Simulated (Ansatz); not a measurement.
A run of Ansatz 0.2.0 is set up as follows.

input.yaml

```yaml
crystal:
  lattice:
    - [2.4480228978, 0.0, 0.0]
    - [-1.2240114489, 2.1200500186, 0.0]
    - [0.0, 0.0, 4.07280757]
  atoms:
    - { symbol: Ni, position: [0.6666666667, 0.3333333333, 0.75], spin: 1.0 }
    - { symbol: Ni, position: [0.3333333333, 0.6666666667, 0.25], spin: 1.0 }
kpoints:
  mp_grid: { grid: [12, 12, 7] }
scf:
  occupations: { method: gaussian, width: 0.1 }
hamiltonian:
  xc: lda
  pseudopotentials: { kind: all_electron, lapw: { basis_error: 0.001 } }
magnetization:
  spin_polarized: true
output:
  forces: true
  stress: true
  eigenvalues: true
```

Potentials or basis: all-electron LAPW, scalar-relativistic.

The run is started by

```console
$ ansatz run input.yaml --threads 2 --pin off --max-ram 6144MiB --backend cpu --events-out ev --progress --plain --runs-dir out
```

**Question.** Predict the band gap on the k mesh.

**Answer.** None (metal or under the smearing width).

**Question.** Estimate the absolute moment.

**Answer.** 1.37 μB per cell.

**Question.** Estimate the net moment.

**Answer.** 1.25 μB per cell.

Stress tensor (GPa, compression positive):
```
 -9.83   0.00   0.00
  0.00  -9.83   0.00
  0.00   0.00 -13.33
```
